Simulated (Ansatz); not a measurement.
MgS (zincblende) under strain

Zincblende MgS, relaxed with r2SCAN in the PAW code Ansatz. The symmetry is F-43m (No. 216, cubic); a = 5.662 Å in the conventional setting, 22.69 Å³ an atom. Mg is surrounded by 4 S at 2.45 Å; S is surrounded by 4 Mg at 2.45 Å.

The axes x, y and z are those of this cell:
```yaml
crystal:
  lattice:
    - [0.00000, 2.83088, 2.83088]
    - [2.83088, 0.00000, 2.83088]
    - [2.83088, 2.83088, 0.00000]
  atoms:
    - { symbol: Mg, position: [0.00000, 0.00000, 0.00000] }
    - { symbol: S, position: [0.25000, 0.25000, 0.25000] }
```

Unstrained: PBE gives a direct gap of 3.466 eV at Γ. r2SCAN gives a direct gap of 4.142 eV at Γ. HSE06 gives a direct gap of 4.528 eV at Γ. Meshes: PBE 8×8×8, r2SCAN 8×8×8, HSE06 6×6×6. Strains are changes of length per length. After each strain the atoms were relaxed again with r2SCAN within the symmetry that the strain leaves, so tilts or polar shifts that break it weren't tested; points keep the names that they have in the unstrained zone. Values at 0 K without nuclear motion; spin polarisation is off, and the phase may be a hypothetical one.

Changes of the least gap in eV (an overlap counts as a negative gap):
```json
{"strain": "epitaxial -4.0 % in the plane normal to [111], free normal strain +3.00 %", "volume change (%)": "-5.1", "space group": "R3m", "PBE": "-0.013", "r2SCAN": "-0.106", "HSE06": "-0.007", "G0W0@PBE (mesh)": "-0.01", "energy rise, r2SCAN (meV/atom)": "26.8"}
{"strain": "epitaxial -3.0 % in the plane normal to [111], free normal strain +2.26 %", "volume change (%)": "-3.8", "space group": "R3m", "PBE": "+0.017", "r2SCAN": "-0.015", "HSE06": "+0.022", "G0W0@PBE (mesh)": "+0.02", "energy rise, r2SCAN (meV/atom)": "14.9"}
{"strain": "epitaxial -2.0 % in the plane normal to [111], free normal strain +1.54 %", "volume change (%)": "-2.5", "space group": "R3m", "PBE": "+0.025", "r2SCAN": "+0.028", "HSE06": "+0.029", "G0W0@PBE (mesh)": "+0.03", "energy rise, r2SCAN (meV/atom)": "6.5"}
{"strain": "epitaxial -1.0 % in the plane normal to [111], free normal strain +0.77 %", "volume change (%)": "-1.2", "space group": "R3m", "PBE": "+0.020", "r2SCAN": "+0.022", "HSE06": "+0.023", "G0W0@PBE (mesh)": "+0.02", "energy rise, r2SCAN (meV/atom)": "1.6"}
{"strain": "epitaxial +1.0 % in the plane normal to [111], free normal strain -0.73 %", "volume change (%)": "+1.3", "space group": "R3m", "PBE": "-0.130", "r2SCAN": "-0.138", "HSE06": "-0.137", "G0W0@PBE (mesh)": "-0.14", "energy rise, r2SCAN (meV/atom)": "1.6"}
{"strain": "epitaxial +2.0 % in the plane normal to [111], free normal strain -1.42 %", "volume change (%)": "+2.6", "space group": "R3m", "PBE": "-0.260", "r2SCAN": "-0.276", "HSE06": "-0.275", "G0W0@PBE (mesh)": "-0.28", "energy rise, r2SCAN (meV/atom)": "6.2"}
{"strain": "epitaxial +3.0 % in the plane normal to [111], free normal strain -2.21 %", "volume change (%)": "+3.7", "space group": "R3m", "PBE": "-0.393", "r2SCAN": "-0.417", "HSE06": "-0.415", "G0W0@PBE (mesh)": "-0.43", "energy rise, r2SCAN (meV/atom)": "13.7"}
{"strain": "epitaxial +4.0 % in the plane normal to [111], free normal strain -2.92 %", "volume change (%)": "+5.0", "space group": "R3m", "PBE": "-0.521", "r2SCAN": "-0.554", "HSE06": "-0.551", "G0W0@PBE (mesh)": "-0.57", "energy rise, r2SCAN (meV/atom)": "24.1"}
```
Unstrained, G0W0@PBE with 189 empty bands, a screening cutoff of 150 eV and a 4×4×4 mesh gives 5.03 eV on its mesh; the band count follows the volume. G0W0 values are finite-basis, finite-mesh values.

Epitaxial -4.0 % in the plane normal to [111], free normal strain +3.00 %. r2SCAN: the gap goes from 4.142 to 4.036 eV (-0.106 eV); it turns from direct (Γ) to indirect (Γ → X [(-1/2, -1/2, 0)]). HSE06: the gap goes from 4.528 to 4.521 eV (-0.007 eV); with r2SCAN the top three valence levels at Γ, degenerate before, become 2+1 from the top over 506 meV. Stress change with r2SCAN, compression positive: xx +3.26, yy +3.26, zz +3.26, xy -1.63, xz -1.63, yz -1.63 GPa.

Epitaxial -3.0 % in the plane normal to [111], free normal strain +2.26 %. r2SCAN: the gap goes from 4.142 to 4.127 eV (-0.015 eV); it turns from direct (Γ) to indirect (Γ → X [(-1/2, -1/2, 0)]); least and direct gap lie within 0.04 eV, so its kind isn't settled. HSE06: the gap goes from 4.528 to 4.550 eV (+0.022 eV); with r2SCAN the top three valence levels at Γ, degenerate before, become 2+1 from the top over 364 meV. Stress change with r2SCAN, compression positive: xx +2.39, yy +2.39, zz +2.39, xy -1.20, xz -1.20, yz -1.20 GPa.

Epitaxial -2.0 % in the plane normal to [111], free normal strain +1.54 %. HSE06: the gap goes from 4.528 to 4.557 eV (+0.029 eV); with r2SCAN the top three valence levels at Γ, degenerate before, become 2+1 from the top over 234 meV. Stress change with r2SCAN, compression positive: xx +1.54, yy +1.54, zz +1.54, xy -0.79, xz -0.79, yz -0.79 GPa.

Epitaxial -1.0 % in the plane normal to [111], free normal strain +0.77 %. HSE06: the gap goes from 4.528 to 4.551 eV (+0.023 eV); with r2SCAN the top three valence levels at Γ, degenerate before, become 2+1 from the top over 112 meV. Stress change with r2SCAN, compression positive: xx +0.76, yy +0.76, zz +0.76, xy -0.38, xz -0.38, yz -0.38 GPa.

Epitaxial +1.0 % in the plane normal to [111], free normal strain -0.73 %. HSE06: the gap goes from 4.528 to 4.391 eV (-0.137 eV); with r2SCAN the top three valence levels at Γ, degenerate before, become 1+2 from the top over 98 meV. Stress change with r2SCAN, compression positive: xx -0.74, yy -0.74, zz -0.74, xy +0.37, xz +0.37, yz +0.37 GPa.

Epitaxial +2.0 % in the plane normal to [111], free normal strain -1.42 %. HSE06: the gap goes from 4.528 to 4.253 eV (-0.275 eV); with r2SCAN the top three valence levels at Γ, degenerate before, become 1+2 from the top over 183 meV. Stress change with r2SCAN, compression positive: xx -1.47, yy -1.47, zz -1.47, xy +0.72, xz +0.72, yz +0.72 GPa.

Epitaxial +3.0 % in the plane normal to [111], free normal strain -2.21 %. HSE06: the gap goes from 4.528 to 4.113 eV (-0.415 eV); with r2SCAN the top three valence levels at Γ, degenerate before, become 1+2 from the top over 268 meV. Stress change with r2SCAN, compression positive: xx -2.10, yy -2.10, zz -2.10, xy +1.05, xz +1.05, yz +1.05 GPa.

Epitaxial +4.0 % in the plane normal to [111], free normal strain -2.92 %. HSE06: the gap goes from 4.528 to 3.977 eV (-0.551 eV); with r2SCAN the top three valence levels at Γ, degenerate before, become 1+2 from the top over 336 meV. Stress change with r2SCAN, compression positive: xx -2.74, yy -2.74, zz -2.74, xy +1.37, xz +1.37, yz +1.37 GPa.

The meshes of the hybrids are coarse, so their gaps aren't converged to the digits shown.

The splittings at Γ are without spin-orbit coupling, which regroups them where it is of like size.
